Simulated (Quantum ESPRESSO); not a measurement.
# HfO2 (Fm-3m) in Quantum ESPRESSO: a series of runs, part 2 of 3

Quantum ESPRESSO 7.5.

## (3) Band structure, PBEsol

Contents of pw.in:

```
&CONTROL
  calculation = 'scf'
  prefix = 'pwscf'
  outdir = './tmp'
  pseudo_dir = './pseudo'
  tprnfor = .true.
  tstress = .true.
  disk_io = 'low'
/
&SYSTEM
  ibrav = 0
  nat = 3
  ntyp = 2
  ecutwfc = 88
  nbnd = 27
  input_dft = 'pbesol'
  occupations = 'smearing'
  smearing = 'fd'
  degauss = 0.00367493
/
&ELECTRONS
  conv_thr = 6d-10
  electron_maxstep = 120
  mixing_beta = 0.5
/
ATOMIC_SPECIES
Hf   178.4900 Hf_ONCV_PBE-1.2.upf
O     15.9990 O_ONCV_PBE-1.2.upf
CELL_PARAMETERS angstrom
   0.0000000000    2.5575000000    2.5575000000
   2.5575000000    0.0000000000    2.5575000000
   2.5575000000    2.5575000000    0.0000000000
ATOMIC_POSITIONS angstrom
Hf     0.0000000000    0.0000000000    0.0000000000
O      3.8362500000    3.8362500000    3.8362500000
O      1.2787500000    1.2787500000    1.2787500000
K_POINTS automatic
9 9 9 0 0 0
```

Contents of bands.in:

```
&CONTROL
  calculation = 'bands'
  prefix = 'pwscf'
  outdir = './tmp'
  pseudo_dir = './pseudo'
  disk_io = 'low'
  verbosity = 'high'
/
&SYSTEM
  ibrav = 0
  nat = 3
  ntyp = 2
  ecutwfc = 88
  nbnd = 27
  input_dft = 'pbesol'
  occupations = 'smearing'
  smearing = 'fd'
  degauss = 0.00367493
/
&ELECTRONS
  conv_thr = 1d-08
  electron_maxstep = 120
  mixing_beta = 0.5
  diago_full_acc = .true.
  startingwfc = 'random'
/
ATOMIC_SPECIES
Hf   178.4900 Hf_ONCV_PBE-1.2.upf
O     15.9990 O_ONCV_PBE-1.2.upf
CELL_PARAMETERS angstrom
   0.0000000000    2.5575000000    2.5575000000
   2.5575000000    0.0000000000    2.5575000000
   2.5575000000    2.5575000000    0.0000000000
ATOMIC_POSITIONS angstrom
Hf     0.0000000000    0.0000000000    0.0000000000
O      3.8362500000    3.8362500000    3.8362500000
O      1.2787500000    1.2787500000    1.2787500000
K_POINTS crystal
60
 0.0000000000  0.0000000000  0.0000000000 1
 0.0625000000  0.0000000000  0.0625000000 1
 0.1250000000  0.0000000000  0.1250000000 1
 0.1875000000  0.0000000000  0.1875000000 1
 0.2500000000  0.0000000000  0.2500000000 1
 0.3125000000  0.0000000000  0.3125000000 1
 0.3750000000  0.0000000000  0.3750000000 1
 0.4375000000  0.0000000000  0.4375000000 1
 0.5000000000  0.0000000000  0.5000000000 1
 0.5000000000  0.0625000000  0.5625000000 1
 0.5000000000  0.1250000000  0.6250000000 1
 0.5000000000  0.1875000000  0.6875000000 1
 0.5000000000  0.2500000000  0.7500000000 1
 0.4375000000  0.3125000000  0.7500000000 1
 0.3750000000  0.3750000000  0.7500000000 1
 0.3375000000  0.3375000000  0.6750000000 1
 0.3000000000  0.3000000000  0.6000000000 1
 0.2625000000  0.2625000000  0.5250000000 1
 0.2250000000  0.2250000000  0.4500000000 1
 0.1875000000  0.1875000000  0.3750000000 1
 0.1500000000  0.1500000000  0.3000000000 1
 0.1125000000  0.1125000000  0.2250000000 1
 0.0750000000  0.0750000000  0.1500000000 1
 0.0375000000  0.0375000000  0.0750000000 1
 0.0000000000  0.0000000000  0.0000000000 1
 0.0625000000  0.0625000000  0.0625000000 1
 0.1250000000  0.1250000000  0.1250000000 1
 0.1875000000  0.1875000000  0.1875000000 1
 0.2500000000  0.2500000000  0.2500000000 1
 0.3125000000  0.3125000000  0.3125000000 1
 0.3750000000  0.3750000000  0.3750000000 1
 0.4375000000  0.4375000000  0.4375000000 1
 0.5000000000  0.5000000000  0.5000000000 1
 0.5250000000  0.4500000000  0.5250000000 1
 0.5500000000  0.4000000000  0.5500000000 1
 0.5750000000  0.3500000000  0.5750000000 1
 0.6000000000  0.3000000000  0.6000000000 1
 0.6250000000  0.2500000000  0.6250000000 1
 0.5833333333  0.2500000000  0.6666666667 1
 0.5416666667  0.2500000000  0.7083333333 1
 0.5000000000  0.2500000000  0.7500000000 1
 0.5000000000  0.2857142857  0.7142857143 1
 0.5000000000  0.3214285714  0.6785714286 1
 0.5000000000  0.3571428571  0.6428571429 1
 0.5000000000  0.3928571429  0.6071428571 1
 0.5000000000  0.4285714286  0.5714285714 1
 0.5000000000  0.4642857143  0.5357142857 1
 0.5000000000  0.5000000000  0.5000000000 1
 0.4821428571  0.4821428571  0.5357142857 1
 0.4642857143  0.4642857143  0.5714285714 1
 0.4464285714  0.4464285714  0.6071428571 1
 0.4285714286  0.4285714286  0.6428571429 1
 0.4107142857  0.4107142857  0.6785714286 1
 0.3928571429  0.3928571429  0.7142857143 1
 0.3750000000  0.3750000000  0.7500000000 1
 0.6250000000  0.2500000000  0.6250000000 1
 0.5937500000  0.1875000000  0.5937500000 1
 0.5625000000  0.1250000000  0.5625000000 1
 0.5312500000  0.0625000000  0.5312500000 1
 0.5000000000  0.0000000000  0.5000000000 1
```

Potentials or basis: SG15 PBE 1.2.

Command:

```sh
> OMP_NUM_THREADS=1 pw.x -in pw.in > pw.out
> OMP_NUM_THREADS=1 pw.x -in bands.in > bands.out
```

pw.out:

```text
This program is part of the open-source Quantum ESPRESSO suite
     for quantum simulation of materials; please cite
         "P. Giannozzi et al., J. Phys.:Condens. Matter 21 395502 (2009);
         "P. Giannozzi et al., J. Phys.:Condens. Matter 29 465901 (2017);
         "P. Giannozzi et al., J. Chem. Phys. 152 154105 (2020);
     in publications or presentations arising from this work. More details at

     IMPORTANT: XC functional enforced from input :
     Exchange-correlation= PBESOL
                           (   1   4  10   8   0   0   0)
     Any further DFT definition will be discarded
     Please, verify this is what you really want

     Message from routine setup:
     using ibrav=0 with symmetry is DISCOURAGED, use correct ibrav instead

     G-vector sticks info
     --------------------
     sticks:   dense  smooth     PW     G-vecs:    dense   smooth      PW
     Sum        1135    1135    337                25125    25125    4015

     Using Slab Decomposition

     bravais-lattice index     =            0
     lattice parameter (alat)  =       6.8349  a.u.
     unit-cell volume          =     225.7738 (a.u.)^3
     number of atoms/cell      =            3
     number of atomic types    =            2
     number of electrons       =        38.00
     number of Kohn-Sham states=           27
     kinetic-energy cutoff     =      88.0000  Ry
     charge density cutoff     =     352.0000  Ry
     scf convergence threshold =      6.0E-10
     mixing beta               =       0.5000
     number of iterations used =            8  plain     mixing
     Exchange-correlation= PBESOL
                           (   1   4  10   8   0   0   0)

     celldm(1)=   6.834858  celldm(2)=   0.000000  celldm(3)=   0.000000
     celldm(4)=   0.000000  celldm(5)=   0.000000  celldm(6)=   0.000000

     crystal axes: (cart. coord. in units of alat)
               a(1) = (   0.000000   0.707107   0.707107 )
               a(2) = (   0.707107   0.000000   0.707107 )
               a(3) = (   0.707107   0.707107   0.000000 )

     reciprocal axes: (cart. coord. in units 2 pi/alat)
               b(1) = ( -0.707107  0.707107  0.707107 )
               b(2) = (  0.707107 -0.707107  0.707107 )
               b(3) = (  0.707107  0.707107 -0.707107 )

     PseudoPot. # 1 for Hf read from file:
     Hf_ONCV_PBE-1.2.upf
     Pseudo is Norm-conserving, Zval = 26.0
     Generated using ONCVPSP code by D. R. Hamann
     Using radial grid of  602 points,  8 beta functions with:
                l(1) =   0
                l(2) =   0
                l(3) =   1
                l(4) =   1
                l(5) =   2
                l(6) =   2
                l(7) =   3
                l(8) =   3

     PseudoPot. # 2 for O  read from file:
     O_ONCV_PBE-1.2.upf
     Pseudo is Norm-conserving, Zval =  6.0
     Generated using ONCVPSP code by D. R. Hamann
     Using radial grid of  602 points,  4 beta functions with:
                l(1) =   0
                l(2) =   0
                l(3) =   1
                l(4) =   1

     atomic species   valence    mass     pseudopotential
     Hf               26.00   178.49000     Hf( 1.00)
     O                 6.00    15.99900     O ( 1.00)

     48 Sym. Ops., with inversion, found

   Cartesian axes

     site n.     atom                  positions (alat units)
         1        Hf     tau(   1) = (   0.0000000   0.0000000   0.0000000  )
         2        O      tau(   2) = (   1.0606602   1.0606602   1.0606602  )
         3        O      tau(   3) = (   0.3535534   0.3535534   0.3535534  )

     number of k points=    35  Fermi-Dirac smearing, width (Ry)=  0.0037
                       cart. coord. in units 2pi/alat
        k(    1) = (   0.0000000   0.0000000   0.0000000), wk =   0.0027435
        k(    2) = (   0.0785674   0.0785674  -0.0785674), wk =   0.0219479
        k(    3) = (   0.1571348   0.1571348  -0.1571348), wk =   0.0219479
        k(    4) = (   0.2357023   0.2357023  -0.2357023), wk =   0.0219479
        k(    5) = (   0.3142697   0.3142697  -0.3142697), wk =   0.0219479
        k(    6) = (   0.1571348   0.0000000  -0.0000000), wk =   0.0164609
[... 27 lines left out ...]
        k(   34) = (  -0.0000000  -0.4714045   0.6285394), wk =   0.0658436
        k(   35) = (  -0.0785674  -0.3928371   0.7071068), wk =   0.0658436

     Dense  grid:    25125 G-vectors     FFT dimensions: (  45,  45,  45)

     Initial potential from superposition of free atoms

     starting charge      37.8766, renormalised to      38.0000
     Starting wfcs are random

     Self-consistent Calculation

     iteration #  1     ecut=    88.00 Ry     beta= 0.50
     Davidson diagonalization with overlap
     ethr =  1.00E-02,  avg # of iterations = 10.9

     total energy              =    -510.82932983 Ry
     estimated scf accuracy    <       0.94982824 Ry
[... 57 lines left out ...]
     iteration # 10     ecut=    88.00 Ry     beta= 0.50
     Davidson diagonalization with overlap
     ethr =  7.98E-12,  avg # of iterations =  2.0

     End of self-consistent calculation

          k = 0.0000 0.0000 0.0000 (  3143 PWs)   bands (ev):

   -42.8640 -11.3849 -11.3849 -11.3849  -0.4305   2.3607   7.3603   7.3603
     7.3603   7.4796   7.4796   7.4796   7.7445  12.9072  12.9072  12.9072
    17.5811  17.5811  17.5811  21.9138  21.9138  23.5368  28.3585  28.3585
    28.3585  31.8843  31.8843
[... 234 lines left out ...]
   -42.8480 -11.6865 -11.6252 -11.4947   1.4287   1.4340   7.3877   7.4080
     7.4152   7.4413   7.4504   7.4535   7.5188  12.8659  13.3059  15.3647
    15.7800  16.8532  17.8468  22.7355  23.1546  25.0438  25.2185  26.3526
    30.3273  31.5561  33.8050

     the Fermi energy is    19.4511 ev

!    total energy              =    -511.16755574 Ry
     estimated scf accuracy    <          4.7E-10 Ry
     smearing contrib. (-TS)   =      -0.00000000 Ry
     internal energy E=F+TS    =    -511.16755574 Ry

     The total energy is F=E-TS. E is the sum of the following terms:
     one-electron contribution =    -167.16301819 Ry
     hartree contribution      =     122.60674278 Ry
     xc contribution           =     -51.92405287 Ry
     ewald contribution        =    -414.68722746 Ry

     convergence has been achieved in  10 iterations

     Forces acting on atoms (cartesian axes, Ry/au):

     atom    1 type  1   force =     0.00000000    0.00000000   -0.00000000
     atom    2 type  2   force =     0.00000000    0.00000000   -0.00000000
     atom    3 type  2   force =     0.00000000   -0.00000000   -0.00000000

     Total force =     0.000000     Total SCF correction =     0.000000

     Computing stress (Cartesian axis) and pressure

          total   stress  (Ry/bohr**3)                   (kbar)     P=     -104.19
  -0.00070825  -0.00000000   0.00000000         -104.19       -0.00        0.00
  -0.00000000  -0.00070825   0.00000000           -0.00     -104.19        0.00
   0.00000000   0.00000000  -0.00070825            0.00        0.00     -104.19

=------------------------------------------------------------------------------=
   JOB DONE.
=------------------------------------------------------------------------------=
```

Run time: 2.7 min. Hardware: 1 thread of Arm Neoverse V1, shared host; peak memory 0.11 GiB.

What came out:

```
Free energy             : -6954.7889 eV
Pressure                : -10.4 GPa
Band gap on the k mesh  : 3.69 eV, indirect (least direct gap 3.80 eV)
Band gap along the path : 3.58 eV, direct
```

Levels at the corners of the path, in eV from the valence-band top:
```tsv
point	band 16	band 17	band 18	band 19	band 20	band 21	band 22	band 23
Γ	-5.29	-0.62	-0.62	-0.62	3.72	3.72	5.34	10.16
X	-3.46	-1.55	-1.55	0.00	3.58	5.31	6.40	7.96
W	-2.57	-2.57	-1.41	-0.20	4.62	4.95	6.85	6.85
K	-3.35	-2.24	-1.35	-0.34	4.12	5.23	6.68	7.32
Γ	-5.29	-0.62	-0.62	-0.62	3.72	3.72	5.34	10.16
L	-3.12	-2.72	-1.84	-1.84	4.43	4.43	6.76	8.69
U	-3.35	-2.24	-1.35	-0.34	4.12	5.23	6.68	7.32
W	-2.57	-2.57	-1.41	-0.20	4.62	4.95	6.85	6.85
L	-3.12	-2.72	-1.84	-1.84	4.43	4.43	6.76	8.69
K	-3.35	-2.24	-1.35	-0.34	4.12	5.23	6.68	7.32
U	-3.35	-2.24	-1.35	-0.34	4.12	5.23	6.68	7.32
X	-3.46	-1.55	-1.55	0.00	3.58	5.31	6.40	7.96
```

Caveat: the potentials were made for another functional, which shifts forces and pressure; spin-orbit coupling is left out, which moves the levels of the heavy elements; the mesh misses the band edges, which the band path finds closer together.

## (4) Band structure, PBE

pw.in: that of step 3 with these lines changed.

```diff
@@ -15,3 +15,2 @@
   nbnd = 27
-  input_dft = 'pbesol'
   occupations = 'smearing'
```

Contents of pp_density.in:

```
&INPUTPP
  prefix = 'pwscf'
  outdir = './tmp'
  filplot = 'density.dat'
  plot_num = 0
/
&PLOT
  nfile = 1
  filepp(1) = 'density.dat'
  iflag = 3
  output_format = 6
  fileout = 'density.cube'
/
```

Contents of pp_potential.in:

```
&INPUTPP
  prefix = 'pwscf'
  outdir = './tmp'
  filplot = 'potential.dat'
  plot_num = 11
/
&PLOT
  nfile = 1
  filepp(1) = 'potential.dat'
  iflag = 3
  output_format = 6
  fileout = 'potential.cube'
/
```

Contents of pp_elf.in:

```
&INPUTPP
  prefix = 'pwscf'
  outdir = './tmp'
  filplot = 'elf.dat'
  plot_num = 8
/
&PLOT
  nfile = 1
  filepp(1) = 'elf.dat'
  iflag = 3
  output_format = 6
  fileout = 'elf.cube'
/
```

bands.in: that of step 3 with these lines changed.

```diff
@@ -14,3 +14,2 @@
   nbnd = 27
-  input_dft = 'pbesol'
   occupations = 'smearing'
```

Command:

```sh
> OMP_NUM_THREADS=1 pw.x -in pw.in > pw.out
> OMP_NUM_THREADS=1 pp.x -in pp_density.in > pp_density.out
> OMP_NUM_THREADS=1 pp.x -in pp_potential.in > pp_potential.out
> OMP_NUM_THREADS=1 pp.x -in pp_elf.in > pp_elf.out
> OMP_NUM_THREADS=1 pw.x -in bands.in > bands.out
```

It took 2.8 min on 1 thread of Arm Neoverse V1, shared host; peak memory 0.11 GiB.

It converged, with:

| Property | Result |
| --- | --- |
| Free energy | -6963.2954 eV |
| Pressure | -3.1 GPa |
| Band gap on the k mesh | 3.79 eV, indirect (least direct gap 3.90 eV) |
| Band gap along the path | 3.68 eV, direct |

Levels at the corners of the path, in eV from the valence-band top:
```tsv
point	band 16	band 17	band 18	band 19	band 20	band 21	band 22	band 23
Γ	-5.21	-0.60	-0.60	-0.60	3.77	3.77	5.59	10.11
X	-3.40	-1.52	-1.52	0.00	3.68	5.30	6.43	7.95
W	-2.52	-2.52	-1.39	-0.20	4.67	4.98	6.88	6.88
K	-3.29	-2.20	-1.32	-0.33	4.20	5.23	6.71	7.33
Γ	-5.21	-0.60	-0.60	-0.60	3.77	3.77	5.59	10.11
L	-3.05	-2.66	-1.80	-1.80	4.47	4.47	6.78	8.94
U	-3.29	-2.20	-1.32	-0.33	4.20	5.23	6.71	7.33
W	-2.52	-2.52	-1.39	-0.20	4.67	4.98	6.88	6.88
L	-3.05	-2.66	-1.80	-1.80	4.47	4.47	6.78	8.94
K	-3.29	-2.20	-1.32	-0.33	4.20	5.23	6.71	7.33
U	-3.29	-2.20	-1.32	-0.33	4.20	5.23	6.71	7.33
X	-3.40	-1.52	-1.52	0.00	3.68	5.30	6.43	7.95
```

Caveat: spin-orbit coupling is left out, which moves the levels of the heavy elements; the mesh misses the band edges, which the band path finds closer together. PBE gaps usually lie below the measured ones, often by a third to a half.

## (5) Band structure, RPBE

pw.in: that of step 4 with these lines changed.

```diff
@@ -15,2 +15,3 @@
   nbnd = 27
+  input_dft = 'rpbe'
   occupations = 'smearing'
```

pp_density.in is that of step 4.

pp_potential.in is that of step 4.

pp_elf.in is that of step 4.

bands.in: that of step 4 with these lines changed.

```diff
@@ -14,2 +14,3 @@
   nbnd = 27
+  input_dft = 'rpbe'
   occupations = 'smearing'
```

Command:

```sh
> OMP_NUM_THREADS=1 pw.x -in pw.in > pw.out
> OMP_NUM_THREADS=1 pp.x -in pp_density.in > pp_density.out
> OMP_NUM_THREADS=1 pp.x -in pp_potential.in > pp_potential.out
> OMP_NUM_THREADS=1 pp.x -in pp_elf.in > pp_elf.out
> OMP_NUM_THREADS=1 pw.x -in bands.in > bands.out
```

Run time: 2.9 min. Hardware: 1 thread of Arm Neoverse V1, shared host; peak memory 0.11 GiB.

It converged, with:

```yaml
Free_energy: -6965.9691 eV
Pressure: 3.6 GPa
Band_gap_on_the_k_mesh: 3.94 eV, indirect (least direct gap 4.04 eV)
Band_gap_along_the_path: 3.83 eV, direct
```

Levels at the corners of the path, in eV from the valence-band top:
```csv
point,band 15,band 16,band 17,band 18,band 19,band 20,band 21,band 22,band 23,band 24
Γ,-5.16,-5.16,-0.60,-0.60,-0.60,3.89,3.89,5.83,10.11,10.11
X,-3.38,-3.38,-1.50,-1.50,0.00,3.83,5.41,6.50,7.99,7.99
W,-4.90,-2.50,-2.50,-1.36,-0.20,4.78,5.09,6.94,6.94,8.12
K,-3.90,-3.26,-2.17,-1.31,-0.32,4.32,5.34,6.78,7.39,8.25
Γ,-5.16,-5.16,-0.60,-0.60,-0.60,3.89,3.89,5.83,10.11,10.11
L,-4.15,-2.99,-2.62,-1.79,-1.79,4.58,4.58,6.84,9.12,9.12
U,-3.90,-3.26,-2.17,-1.31,-0.32,4.32,5.34,6.78,7.39,8.25
W,-4.90,-2.50,-2.50,-1.36,-0.20,4.78,5.09,6.94,6.94,8.12
L,-4.15,-2.99,-2.62,-1.79,-1.79,4.58,4.58,6.84,9.12,9.12
K,-3.90,-3.26,-2.17,-1.31,-0.32,4.32,5.34,6.78,7.39,8.25
U,-3.90,-3.26,-2.17,-1.31,-0.32,4.32,5.34,6.78,7.39,8.25
X,-3.38,-3.38,-1.50,-1.50,0.00,3.83,5.41,6.50,7.99,7.99
```

Caveat: the potentials were made for another functional, which shifts forces and pressure; spin-orbit coupling is left out, which moves the levels of the heavy elements; the mesh misses the band edges, which the band path finds closer together. Expect the measured gap to be larger: semilocal functionals such as RPBE lack the derivative discontinuity.

(Part 2 of 3 ends here.)
